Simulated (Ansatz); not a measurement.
Relaxed SrF2 (fluorite):

```yaml
crystal:
  lattice:
    - [0.00000, 5.75810, 5.75810]
    - [2.87905, 0.00000, 2.87905]
    - [2.87905, 2.87905, 0.00000]
  atoms:
    - { symbol: Sr, position: [0.00000, 0.00000, 0.00000] }
    - { symbol: Sr, position: [0.50000, 0.00000, 0.00000] }
    - { symbol: F, position: [0.12500, 0.25000, 0.25000] }
    - { symbol: F, position: [0.62500, 0.25000, 0.25000] }
    - { symbol: F, position: [0.37500, 0.75000, 0.75000] }
    - { symbol: F, position: [0.87500, 0.75000, 0.75000] }
```

In this cell atom 6 (F, nearest neighbour Sr at 2.493 Å; its periodic images, 4.1 Å or more away, move with it) is moved by s towards the nearest neighbour, unit vector (-0.577, -0.577, 0.577); all other atoms and the cell stay fixed.

Calculation: PBEsol (plane waves to 420 eV, PAW, scalar-relativistic; Ansatz, a program for electronic structure). k mesh 4×8×8 (Γ-centred), Fermi-Dirac smearing 0.05 eV. E stands for the smeared free energy. SrF2 was relaxed with its symmetry unable to fall. The zero of ΔE is the undisplaced structure.

| s (Å) | ΔE (meV/cell) |
|---|---|
| -0.500 | 333 |
| -0.400 | 230 |
| -0.300 | 140 |
| -0.200 | 67 |
| -0.100 | 18 |
| 0.000 | 0 |
| 0.100 | 22 |
| 0.200 | 99 |
| 0.300 | withheld |
| 0.400 | 512 |
| 0.500 | 923 |

**Question.** Fit a polynomial form (powers 2, 3, 4) to the given rows and predict ΔE at s = 0.300.

**Answer.** Least squares on the 10 given rows: ΔE = (2016)·s² + (2323)·s³ + (1976)·s⁴, in meV/cell with s in Å; root-mean-square residual 4.6 meV/cell. At 0.300 the fit gives 260 meV/cell; the calculation gives 252 meV/cell, so the interpolation is off by 8 (+3.2 %). The quadratic term alone would give 181 meV/cell.

(A displaced cell: forces are minus the slopes of the energy, force constants its curvatures, and phonons follow from these.)
